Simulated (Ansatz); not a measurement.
Input and output of a single-point calculation on CdS (rocksalt) (the plane-wave code Ansatz, PBE). The cell was relaxed with r2SCAN and then strained (uniaxial -1.62 % along z, other directions held), with the atoms relaxed again with r2SCAN; k points keep the names of the unstrained zone.

```yaml
crystal:
  lattice:
    - [0.0, 2.7267765442, 2.6826027642]
    - [2.7267765442, 0.0, 2.6826027642]
    - [2.7267765442, 2.7267765442, 0.0]
  atoms:
    - { symbol: Cd, position: [0.0, 0.0, 0.0] }
    - { symbol: S, position: [0.5, 0.5, 0.5] }
kpoints:
  mp_grid: { grid: [8, 8, 8] }
  band_path:
    path:
      - [0.0, 0.0, 0.0]
      - [0.5, 0.0, 0.5]
      - [0.625, 0.25, 0.625]
      - [0.375, 0.375, 0.75]
      - [0.5, 0.5, 0.5]
      - [0.5, 0.25, 0.75]
    npoints: 1
hamiltonian:
  xc: pbe
scf:
  occupations: { method: fermi_dirac, width: 0.02 }
  n_extra_bands: 4
output:
  forces: true
  stress: true
  eigenvalues: true
```

Some lines of the output have been replaced by numbered gaps.
```
Pseudopotential: Cd, paw, valence charge 20, recommended cutoff 420 eV (normal)
Pseudopotential: S, paw, valence charge 6, recommended cutoff 420 eV (normal)
Functional definition: PBE
Crystal: 2 atoms, lattice volume = 39.892 Å³
Basis set: ecut = 420 eV, 765 PW (Γ)
Bands: 17, of which v1, the nominal top of the filled ones, is band 13 counted from 1 (12 counted from 0)
Symmetry: 16 space group operations
Space group: I4/mmm (ITA 139)
k-points: 59 of 512
SCF 1 converged in 6 iterations: F = -9157.541550 eV  dr2 = 7.07e-9
SCF converged after 6 iterations
Free energy (F): -9157.541550 eV
Internal energy: -9157.541518 eV  (E = F + TS)
E sigma→0 (E₀):  -9157.541534 eV
Entropy (-TS):   -0.000032 eV (-0.016 meV/atom)
[1]
--- Stress (GPa, compression-positive) ---
[2]
--- Band table (eV; the first three rows and the last of 59) ---
[3]
```

The rows of the band table are 0: (0, 0, 0) = Γ, 1: (0, 0, 1/8), 2: (0, 0, 1/4), 58: (-1/2, -1/2, 0) = X.

Question: Fill in the blanks. They hold the stress, the Fermi energy and the band table.

Answer:
```
[1]
Fermi energy:    10.275590 eV
[2]
        2.628919       0.000000       0.000000
        0.000000       2.628919       0.000000
        0.000000       0.000000       4.126688
  P = ⅓ Tr σ = 3.1282 GPa (31.282 kbar)
[3]
  k-point 0: bands = […, 2.4605, 2.4647, 2.4793, 9.2508, 9.3472, 9.3472, 11.1763, 19.2872, 19.2872, 19.3695]
  k-point 1: bands = […, 2.4446, 2.4897, 2.5020, 8.1720, 9.4026, 9.4454, 12.3058, 18.1067, 18.9359, 19.1010]
  k-point 2: bands = […, 2.3824, 2.5705, 2.5745, 6.6572, 9.6938, 9.6984, 13.5581, 16.9785, 17.4933, 17.7253]
  k-point 58: bands = […, 2.7556, 2.7556, 3.5179, 5.7199, 7.8500, 7.8500, 10.3415, 16.0596, 20.2181, 21.5113]
```
The trailing digits, and the zero of the energies, depend on the potentials and thresholds.

The PBE gap is indirect, 0.16 eV (L to X (-1/2, -1/2, 0)), below the direct gap of 1.83 eV at Γ. With the atoms held, the mean pressure is +3.13 GPa (compression positive).

Simulation only: spin-unpolarised, and no claim that this is the phase found in nature.

The runs are scalar-relativistic, without spin-orbit coupling.
